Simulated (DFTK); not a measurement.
# GaN in DFTK: the effect of functional

Crystal: GaN.

```
CELL_PARAMETERS angstrom
3.18000 0.00000 0.00000
-1.59000 2.75396 0.00000
0.00000 0.00000 5.16600
ATOMIC_POSITIONS crystal
Ga 0.66667 0.33333 0.50000
Ga 0.33333 0.66667 0.00000
N 0.66667 0.33333 0.87500
N 0.33333 0.66667 0.37500
```

Alike in all runs:

* Program: DFTK 0.8.2
* Task: single point
* Potentials or basis: SG15 1.2 (PBE)
* Cutoff: 1225 eV
* k mesh: 9 × 9 × 4
* Occupations: fermi-dirac, width 0.05 eV
* Spin: no spin polarisation

```tsv
functional	gap on the mesh (eV)	pressure (GPa)
LDA	1.78	-2.7
PBE	2.03	7.6
PBEsol	1.90	2.2
RPBE	2.16	11.6
BLYP	?	?
AM05	1.94	2.1
WC	1.89	2.5
r2SCAN	2.12	-0.4
SCAN	2.03	-1.1
```

What does the run with functional BLYP give?

gap on the mesh 2.11 eV; pressure 12.9 GPa.

Caveats: the potentials were made for another functional, which shifts forces and pressure (some runs).

